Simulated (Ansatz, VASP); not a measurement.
## W (W strained to the junction's net) in two plane-wave programs

Wanted: the spread between two codes on one cell, functional and k mesh. The structure shown is the end of the Ansatz relaxation below.

Program: Ansatz 0.2.0. Level of theory: plane waves, with VASP 6.6.1 beside it; single point at PBE. Results are calculated unless marked as measured.

### 1. The starting structure

It takes space group I4/mmm (No. 139, tetragonal). The conventional cell has a = 3.134 Å, b = 3.134 Å, c = 3.225 Å, α = 90.00°, β = 90.00°, γ = 90.00°. Nearest to W lie 8 W at 2.74 Å.

Structure file:

```cif
data_structure
_symmetry_space_group_name_H-M 'P 1'
_symmetry_Int_Tables_number 1
_cell_length_a 3.1340
_cell_length_b 3.1340
_cell_length_c 3.2246
_cell_angle_alpha 90.000
_cell_angle_beta 90.000
_cell_angle_gamma 90.000
_cell_volume 31.67
loop_
_atom_site_label
_atom_site_type_symbol
_atom_site_fract_x
_atom_site_fract_y
_atom_site_fract_z
_atom_site_occupancy
W1 W 0.00000 0.00000 0.00000 1
W2 W 0.50000 0.50000 0.50000 1
```

### 2. Ansatz: relaxation, PBE

Ansatz runs on its default PAW (the set named soft_2) files.

This run makes the geometry at which the two programs are then compared.

Contents of input.yaml:

```yaml
crystal:
  lattice:
    - [3.134, 0.0, 0.0]
    - [0.0, 3.134, 0.0]
    - [0.0, 0.0, 3.1952]
  atoms:
    - { symbol: W, position: [0.0, 0.0, 0.0] }
    - { symbol: W, position: [0.5, 0.5, 0.5] }
kpoints:
  mp_grid: { grid: [12, 12, 10] }
scf:
  occupations: { method: fermi_dirac, width: 0.1 }
  max_iter: 150
hamiltonian:
  xc: pbe
relax:
  f_tol: 0.01
  max_steps: 40
  cell: { fix: [a, b, angles] }
```

On the command line:

```sh
$ ansatz run input.yaml --threads 4 --pin off --max-ram 12288MiB --backend cpu --events-out ev --progress --plain --runs-dir out
```

Numbers of over 12 decimals in the logs are rounded to 6 here.

Log:

```text
Engine: ansatz 0.2.0, aarch64-unknown-linux-gnu
Pseudopotentials: kind: paw
Pseudopotential: W, paw, valence charge 14, recommended cutoff 420 eV (normal), W.paw.azcp
Functional definition: PBE
  parameter kappa = 0.804
  parameter beta = 0.066725
  exchange = pbe_x(kappa = kappa, mu = beta*pi^2/3)
  correlation = pbe_c(beta = beta)
Crystal: 2 atoms, lattice volume = 31.383 Å³
Basis set: ecut = 420 eV, 619 PW (Γ), exchange–correlation on 48×48×48 points (8 copies of the dense FFT grid, shifted against one another)
Bands: 18, of which v1, the nominal top of the filled ones, is band 14 counted from 1 (13 counted from 0)
Symmetry: 32 space group operations
Space group: I4/mmm (ITA 139), of the structure as read, at distance tolerance 3.2e-5 Å
k-points: 168 of 1440
Non-local potential: W, projectors of the file, l = 0: 3, l = 1: 2, l = 2: 2, l = 3: 1
PAW form: soft (Blöchl's): semilocal exchange-correlation on the pseudo side does not see the compensation charge
PAW one-centre angular grid: W, 590 points (default); XC on 64 Gauss nodes
Initial density: superposition of atomic densities (neutral atoms: chi_scale 0, normalization atom), corrected by the library's trained network
Initial wavefunctions: pseudopotential atomic-orbital guess
Functional: x = pbe(κ = 0.804, μ = 0.219515), c = pbe(β = 0.066725)
SCF iter   1: F=—  HF=-20769.625887 eV  |F-HF|=—  |Δ(HF+E_count)|=         —  Δρ=1.84e-3  dr2=4.23e-4  ethr=1.77e-3  ⟨swp⟩=5.0  Hψ=12450  notcnv=0
preconditioner: auto → none  [metal: Δε(μ)=0.030 eV  Ē_g=5.693 eV  σ=0.100 eV  W_gap=0.08  n_scr=6 (ndim 8)  ℏωp=23.0 eV  f_vac=0.000  D(μ)=1.02/eV (n_scr^D=6)  sad-step TF]
SCF iter   2: F=—  HF=-20769.626608 eV  |F-HF|=—  |Δ(HF+E_count)|=   7.21e-4  Δρ=1.12e-3  dr2=1.70e-4  ethr=1.51e-6  ⟨swp⟩=2.4  Hψ=6712  notcnv=0
SCF iter   3: F=—  HF=-20769.626648 eV  |F-HF|=—  |Δ(HF+E_count)|=   4.03e-5  Δρ=2.84e-4  dr2=1.38e-5  ethr=6.09e-7  ⟨swp⟩=2.0  Hψ=5204  notcnv=0
SCF iter   4: F=—  HF=-20769.626634 eV  |F-HF|=—  |Δ(HF+E_count)|=   1.41e-5  Δρ=1.07e-4  dr2=1.54e-6  ethr=4.93e-8  ⟨swp⟩=3.0  Hψ=5482  notcnv=0
iter 5 did not close the SCF: its close was put off for the readings that it lacked (scf_convergence_deferred on its scf_iter line)
SCF iter   5: F=-20769.626633 eV  HF=-20769.626633 eV  |F-HF|=8.37e-10  |Δ(HF+E_count)|=   4.36e-7  Δρ=4.95e-6  dr2=4.32e-9  ethr=5.50e-9  ⟨swp⟩=2.1  Hψ=5075  notcnv=0
SCF iter   6: F=-20769.626633 eV  HF=-20769.626633 eV  |F-HF|=1.78e-10  |Δ(HF+E_count)|=  2.44e-10  Δρ=1.58e-6  dr2=2.78e-10  ethr=1.54e-11  ⟨swp⟩=1.5  Hψ=9740  notcnv=0
SCF 1 converged in 6 iterations: F = -20769.626633 eV  dr2 = 2.78e-10
  greatest PAW one-centre occupation: 1.000 electrons in one spin orbital (limit 2), on the W atom at site 1 (counted from 0), in its partial waves of l = 0
relax step   1: F+E_penalty+E_count = -20769.62663341 eV  Δ(F+E_penalty+E_count) = +0.000e0 eV  max|allowed force component| = 4.585e-30 eV/Å  Δτ_max = 0.0000 Å  P = +9.074 GPa  Ω = 31.383 Å³  fix = [a, b, alpha, beta, gamma]  reactions: a +11.232, b +11.232 GPa  (6 SCF iters, dr2 threshold 1.00e-7 eV, accepted)
[...]
relax step   2: F+E_penalty+E_count = -20769.60163794 eV  Δ(F+E_penalty+E_count) = +2.500e-2 eV  max|allowed force component| = 6.271e-29 eV/Å  Δτ_max = 0.0000 Å  P = -1.274 GPa  Ω = 32.456 Å³  energy of the carried Pulay correction = -5.170e-4 eV  fix = [a, b, alpha, beta, gamma]  (6 SCF iters, dr2 threshold 2.00e-7 eV, rejected (line search))
[...]
relax step   3: F+E_penalty+E_count = -20769.63065157 eV  Δ(F+E_penalty+E_count) = -4.018e-3 eV  max|allowed force component| = 3.303e-30 eV/Å  Δτ_max = 0.0000 Å  P = +5.789 GPa  Ω = 31.701 Å³  energy of the carried Pulay correction = -1.548e-4 eV  fix = [a, b, alpha, beta, gamma]  reactions: a +8.922, b +8.922 GPa  (6 SCF iters, accepted)
[...]
relax step   4: F+E_penalty+E_count = -20769.63071007 eV  Δ(F+E_penalty+E_count) = -5.850e-5 eV  max|allowed force component| = 1.578e-30 eV/Å  Δτ_max = 0.0000 Å  P = +6.080 GPa  Ω = 31.672 Å³  energy of the carried Pulay correction = -1.408e-4 eV  fix = [a, b, alpha, beta, gamma]  reactions: a +9.128, b +9.128 GPa  (7 SCF iters, dr2 threshold 2.00e-7 eV, accepted)
[...]
relax step   5: F+E_penalty+E_count = -20769.63084579 eV  Δ(F+E_penalty+E_count) = -1.357e-4 eV  max|allowed force component| = 2.169e-30 eV/Å  Δτ_max = 0.0000 Å  P = +6.079 GPa  Ω = 31.672 Å³  fix = [a, b, alpha, beta, gamma]  reactions: a +9.127, b +9.127 GPa  stress off target by 1.77e-2 GPa on what of the cell is left free  SCF on the basis re-selected at this cell (its energy is not comparable with the rows above)  (8 SCF iters)
basis re-selected at this cell: Δ(F+E_penalty+E_count) = -1.357e-4 eV, ΔP = -0.001 GPa vs the last step (what re-selecting the basis moved, of the pressure what is left beyond the Pulay correction that the steps carried, after the strain that the cell walked since its last selection, with what the two solves' SCF thresholds leave and, on support functions, any second-order correction that the steps lacked; it is no m [...]
SCF converged after 8 iterations
Free energy (F): -20769.630846 eV
Harris-Foulkes:  -20769.630846 eV  (|F-HF|=3.64e-12)
Internal energy: -20769.597194 eV  (E = F + TS)
E sigma→0 (E₀):  -20769.614020 eV
Entropy (-TS):   -0.033652 eV (-16.826 meV/atom)
Fermi energy:    22.630764 eV
--- Per-component energies (eV) ---
  E_band       = -161.993176
  E_kinetic    = 900.942292
  E_local      = -1195.807823  (includes V_loc(G=0)·N_el)
  E_nonlocal   = 0.717857
  E_hartree    = 430.112177
  E_xc         = -534.321684
  E_vxc        = -478.162703  (∫ρ·V_xc dr)
  E_paw        = -17124.945382  (= ΣΔE_a)
  E_vpaw       = -249.907029  (= ΣTr[D̂ρ^β])
  E_aug_tail   = -0.000125  (compensation charges beyond the density's cutoff)
  E_ewald      = -3246.294506
  E_smearing   = -0.033652  (= −TS)
  E_closure    = 0.000000  (closes the sum)
  Σ components = -20769.630846   (vs F -20769.630846, Δ=0.00e0)
--- Forces (eV/Å), atoms counted from 1 ---
  atom   1  W      0.00000000     0.00000000     0.00000000
  atom   2  W      0.00000000    -0.00000000    -0.00000000
  max |Σ_I F_I| component: 5.13e-30 eV/Å
--- Stress (GPa, compression-positive) ---
        9.126830      -0.000000       0.000000
        0.000000       9.126830       0.000000
        0.000000       0.000000      -0.017723
  P = ⅓ Tr σ = 6.0786 GPa (60.786 kbar)
--- Relaxed structure (4 steps of the walk, 3 accepted, 1 SCFs on fresh bases) ---
  F+E_penalty+E_count = -20769.63084579 eV   max|allowed force component| = 2.169e-30 eV/Å   (the final SCF, on the basis selected at the relaxed cell)
  cell:  # Å, volume = 31.6718 Å³
    - [3.134, 0, 0.0]
    - [0, 3.134, 0.0]
    - [0.0, 0.0, 3.224595]
  atoms:
    - { symbol: W, position: [0.0, 0.0, 0.0] }
    - { symbol: W, position: [0.5, 0.5, 0.5] }
```

In the SCF lines HF is the Harris–Foulkes energy and dr2 the Hartree energy of the density residual, in eV; the loop may stop once dr2 is under the threshold and the program's other checks hold. Hψ counts applications of the Hamiltonian.

### 3. VASP: single point, PBE

The same cell, functional, mesh and smearing now go to VASP, with its own data sets.

Lines of VASP's logs that name or quote its potential files are left out, and so is its time.

Contents of INCAR:

```
SYSTEM = W
PREC = Accurate
ENCUT = 600
EDIFF = 1E-06
NELM = 120
ISMEAR = -1
SIGMA = 0.1
LREAL = .FALSE.
ALGO = Normal
GGA = PE
NBANDS = 12
LASPH = .TRUE.
LORBIT = 11
LWAVE = .FALSE.
LCHARG = .FALSE.
ISIF = 2
GGA_COMPAT = .FALSE.
```

Contents of POSCAR:

```
W
1.0
    3.1340000000      0.0000000000      0.0000000000
    0.0000000000      3.1340000000      0.0000000000
    0.0000000000      0.0000000000      3.2245947831
W
2
Direct
    0.0000000000      0.0000000000      0.0000000000
    0.5000000000      0.5000000000      0.5000000000
```

Contents of KPOINTS:

```
Automatic mesh
0
Gamma
12 12 10
0 0 0
```

The projector-augmented-wave data sets are W (PBE family, release 64).

On the command line:

```sh
$ mpirun -np 1 vasp_std
```

Log:

```text
[banner, memory and clock lines left out]
running    1 mpi-ranks, on    1 nodes
 distrk:  each k-point on    1 cores,    1 groups
 distr:  one band on    1 cores,    1 groups

 POSCAR found type information on POSCAR W
 POSCAR found :  1 types and       2 ions
 LDA part: xc-table for (Slater+PW92), standard interpolation
 POSCAR, INCAR and KPOINTS ok, starting setup
 FFT: planning ... GRIDC
 FFT: planning ... GRID_SOFT
 FFT: planning ... GRID
 WAVECAR not read
 entering main loop
       N       E                     dE             d eps       ncg     rms          rms(c)
DAV:   1     0.409101406621E+02    0.40910E+02   -0.59317E+03  4032   0.994E+02
DAV:   2    -0.239409591261E+02   -0.64851E+02   -0.59735E+02  4740   0.244E+02
DAV:   3    -0.273222018743E+02   -0.33812E+01   -0.32156E+01  4964   0.449E+01
DAV:   4    -0.273800218267E+02   -0.57820E-01   -0.57707E-01  4476   0.554E+00
DAV:   5    -0.273803897958E+02   -0.36797E-03   -0.36793E-03  4860   0.437E-01    0.287E+01
DAV:   6    -0.264225055904E+02    0.95788E+00   -0.67153E-01  4392   0.581E+00    0.143E+01
DAV:   7    -0.260408520020E+02    0.38165E+00   -0.79955E-01  4724   0.630E+00    0.533E-01
DAV:   8    -0.260379962856E+02    0.28557E-02   -0.63990E-03  4268   0.565E-01    0.194E-01
DAV:   9    -0.260377219617E+02    0.27432E-03   -0.36927E-04  4940   0.122E-01    0.233E-02
DAV:  10    -0.260377289380E+02   -0.69762E-05   -0.82970E-06  4532   0.304E-02    0.188E-02
DAV:  11    -0.260377258248E+02    0.31131E-05   -0.15315E-06  2528   0.813E-03    0.567E-04
DAV:  12    -0.260377259739E+02   -0.14910E-06   -0.11208E-07  2184   0.330E-03
   1 F= -.26037726E+02 E0= -.26021055E+02  d E =-.333418E-01
```

Parts of OUTCAR (step 3):

```text
ion  position               nearest neighbor table
   1  0.000  0.000  0.000-   2 2.74   2 2.74   2 2.74   2 2.74   2 2.74   2 2.74   2 2.74   2 2.74

  LATTYP: Found a simple tetragonal cell.
 ALAT       =     3.1340000000
 C/A-ratio  =     1.0289070782

 Subroutine GETGRP returns: Found 16 space group operations
 (whereof 16 operations were pure point group operations)

The static configuration has the point symmetry D_4h.

 Found    168 irreducible k-points:

   k-points           NKPTS =    168   k-points in BZ     NKDIM =    168   number of bands    NBANDS=     12

   dimension x,y,z NGX =    28 NGY =   28 NGZ =   28
   dimension x,y,z NGXF=    56 NGYF=   56 NGZF=   56

   ENCUT  =  600.0 eV  44.10 Ry    6.64 a.u.   6.26  6.26  6.44*2*pi/ulx,y,z

   NELECT =      12.0000    total number of electrons

 k-points in reciprocal lattice and weights: Automatic mesh
   0.00000000  0.00000000  0.00000000       0.001
   0.08333333  0.00000000  0.00000000       0.003
   0.16666667  0.00000000  0.00000000       0.003
   0.25000000  0.00000000  0.00000000       0.003
   0.33333333  0.00000000  0.00000000       0.003
   0.41666667  0.00000000  0.00000000       0.003
   0.50000000  0.00000000  0.00000000       0.001
   0.08333333  0.08333333  0.00000000       0.003
   0.16666667  0.08333333  0.00000000       0.006
[...]
0.50000000  0.41666667  0.50000000       0.003
   0.50000000  0.50000000  0.50000000       0.001

 average (electrostatic) potential at core
       1 -37.8961       2 -37.8961

 E-fermi :   7.8132

 k-point     1 :       0.0000    0.0000    0.0000
  band No.  band energies     occupation
    ...
      2       1.9607      2.00000
      3       2.0422      2.00000
      4       6.4658      2.00000
      5       6.4658      2.00000
      6       6.8347      1.99989
      7       9.8020      0.00000
      8      10.3003      0.00000
      9      12.8739      0.00000
     10      12.9971      0.00000
     11      12.9971      0.00000
    ...

 k-point     2 :       0.0833    0.0000    0.0000
  band No.  band energies     occupation
    ...
      2       2.0609      2.00000
      3       2.1710      2.00000
      4       6.4422      2.00000
      5       6.5458      1.99999
      6       6.8077      1.99991
      7       9.7536      0.00000
      8      10.1900      0.00000
      9      12.1655      0.00000
     10      12.1968      0.00000
     11      12.8280      0.00000
    ...

 k-point     3 :       0.1667    0.0000    0.0000
  band No.  band energies     occupation
    ...
      2       2.3372      2.00000
      3       2.5419      2.00000
      4       6.3934      2.00000
      5       6.7495      1.99995
      6       6.7842      1.99993
      7       9.1841      0.00000
      8      10.3475      0.00000
      9      10.8327      0.00000
     10      10.9766      0.00000
     11      12.3544      0.00000
    ...

  Total        1.1198096      1.1198096     -0.7043590      0.0000000     -0.0000000     -0.0000000
  in kB       56.6476169     56.6476169    -35.6312875      0.0000000     -0.0000000     -0.0000000
  external PRESSURE =      25.8879821 kB  Pullay stress =       0.0000000 kB

  energy-cutoff  :      600.00
  volume of cell :       31.67
      direct lattice vectors                 reciprocal lattice vectors
     3.134000000  0.000000000  0.000000000     0.319081047  0.000000000  0.000000000
     0.000000000  3.134000000  0.000000000     0.000000000  0.319081047  0.000000000
     0.000000000  0.000000000  3.224594783     0.000000000  0.000000000  0.310116485

 POSITION                                       TOTAL-FORCE (eV/Angst)
 -----------------------------------------------------------------------------------
      0.00000      0.00000      0.00000         0.000000      0.000000      0.000000
      1.56700      1.56700      1.61230        -0.000000     -0.000000     -0.000000
 -----------------------------------------------------------------------------------
    total drift:                                0.000000      0.000000      0.000000

  FREE ENERGIE OF THE ION-ELECTRON SYSTEM (eV)
  ---------------------------------------------------
  free  energy   TOTEN  =       -26.0377259739 eV

  energy  without entropy=      -26.0043841291  energy(sigma->0) =      -26.02105505

 total charge
# of ion       s       p       d       tot
------------------------------------------
    1        0.680   0.725   4.155   5.560
    2        0.680   0.725   4.155   5.560
--------------------------------------------------
tot          1.359   1.450   8.311  11.119

[... 3 further parts left out ...]
```

The data set W keeps the semicore shell frozen, which is cheaper and a little less accurate.

### 4. Differences

Known differences besides the potentials themselves: the data sets hold 28 valence electrons in Ansatz (on its default PAW (the set named soft_2) files) and 12 in VASP; the cutoff is 420 eV in Ansatz and 600 eV in VASP; Ansatz's pressure holds a Pulay correction, VASP's none. Total energies have different zeros and are not compared.

Compared:

```tsv
quantity	Ansatz	VASP	difference
pressure (GPa)	6.08	2.59	+3.49
```

### 5. What the set-up changes

Further runs change the set-up of one program: Ansatz's method, potentials or start, or VASP's data sets, cutoff or form of LDA. The table gives that difference for each run.

```tsv
run	pressure (GPa)
as above	3.5
VASP with the data sets W_sv and a cutoff of 500 eV	-0.58
```

### 6. Results

| Property | Result |
| --- | --- |
| difference in pressure (single point, PBE) | 3.5 GPa |

In words: The difference in pressure is 3.5 GPa (single point, PBE), beyond the 1 GPa picked in this series as the mark of a large difference. The data sets hold unlike numbers of valence electrons (28 in Ansatz and 12 in VASP), so part of the differences comes from the potentials. Single point, PBE, VASP with the data sets W_sv and a cutoff of 500 eV: the difference in pressure goes from 3.5 to -0.58 GPa. Such differences can come from data sets, numerical settings and the points named under the comparisons, not from the functional's error against experiment.

[Lines on the potential files, build, host, timing and source positions are cut from VASP's logs without a mark.]

[Logs are printed without paths, hosts, clocks, repeated set-up lines and the standing remarks that a program may print on its own settings, such as how far it seeks lower states.]

[Hosts, paths, dates, database ids (printed as entryN), source tags and the programs' standing remarks are cut or masked in the printed files.]
